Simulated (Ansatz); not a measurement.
# BP: the change of pressure with volume scale

Periodic Kohn-Sham DFT of a crystal at fixed atoms, scaled to volume_scale times the given cell; pressure positive in compression, energy less spherical unpolarised free atoms, largest_vzz the field gradient of largest size among the nuclei. The results are calculated, by Ansatz 0.2.0.

The cell before it is scaled or strained (space group F-43m, No. 216):
```
BP
1.0
      0.0000     2.2690     2.2690
      2.2690     0.0000     2.2690
      2.2690     2.2690     0.0000
B P
1 1
Direct
  0.00000 0.00000 0.00000
  0.75000 0.75000 0.75000
```

Settings of every row: method frozen-core PAW; functional PBE; relativity scalar; k mesh 12x12x12; filling fermi-dirac; smearing width 0.08 eV; wave cutoff 420 eV; paw set soft_2.

Atom start moment: 0 on all atoms.

```
row  volume scale  V (Å³/atom)  pressure (GPa)
  1          0.95       11.098           10.52
  2         0.975        11.39               ?
  3             1       11.682           1.129
  4         1.025       11.974          -2.788
  5          1.05       12.266          -6.265
```

Question: what pressure should row 2 give?

Worked fit of pressure. Take u = (V_r/V)^(2/3) − 1 with V_r = 11.828 Å³ an atom, which is twice the finite (Eulerian) strain; such expansions in the strain, on which the Birch-Murnaghan equation of state is built, carry the rest volume and the bulk modulus. The shown rows have u = 0.04338, 0.00831, -0.00815, -0.02395. Least squares give pressure = −0.8877 + 238.168 × u + 571.59 × u² GPa; a straight line predicts inner rows, each left out in turn, worse (root mean square 0.4 against 0.0056 GPa). The rows lie off it by 0.000, -0.002, 0.003, -0.001. The pressure vanishes at u = 0.0037, or V = 11.76 Å³ an atom, and there the bulk modulus at fixed shape and fractions is B = −V dP/dV = (2/3)(1 + u) dP/du = 162 GPa. The withheld row has u = 0.02547, so the fit gives −0.8877 + 238.168 × (0.02547) + 571.59 × (0.02547)² = 5.549 GPa.

The calculation gave 5.545 GPa. The fit lies 0.004 GPa (0.024 % of the column's range) above it; its largest miss of a shown row is 0.003 GPa.
